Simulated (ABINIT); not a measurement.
Crystal: B.

```
B
1.0
    -1.78328    1.78328    1.78328
     1.78328   -1.78328    1.78328
     1.78328    1.78328   -1.78328
B
3
Direct
  0.00000 0.50000 0.50000
  0.50000 0.00000 0.50000
  0.50000 0.50000 0.00000
```

The cell was built by a generator and needn't be a form met in nature.

```yaml
Program: ABINIT 10.8.3 (patched build)
Task: relaxation of cell and atoms
Functional: LDA
Potentials_or_basis: JTH PAW LDA v2.0
Cutoff: 408 eV
k_mesh: 8 × 8 × 8
Occupations: fermi-dirac, width 0.05 eV
Spin: no spin polarisation
```

At the start: pressure -6.2 GPa; volume 7.56 Å³/atom.

Task: Where does the relaxation end?

Result: Over 4 steps the energy falls by 4.4 meV/atom and the volume is 7.34 Å³/atom (-2.9 %); space group Im-3m (No. 229, to 0.05 Å).

Step by step:
| step | energy change (eV) | largest force (eV/Å) | pressure (GPa) | volume (Å³) |
| --- | --- | --- | --- | --- |
| 1 | 0.0000 | 0.0000 | -6.22 | 22.68 |
| 2 | -0.0114 | 0.0000 | -2.27 | 22.26 |
| 3 | -0.0131 | 0.0000 | 0.06 | 22.02 |
| 4 | -0.0131 | 0.0000 | 0.00 | 22.02 |

Final structure:
```
B
1.0
    -1.76582    1.76582    1.76582
     1.76582   -1.76582    1.76582
     1.76582    1.76582   -1.76582
B
3
Cartesian
  1.7658 0.0000 0.0000
  0.0000 1.7658 0.0000
  0.0000 0.0000 1.7658
```

Caveat: the atomic spheres overlap.
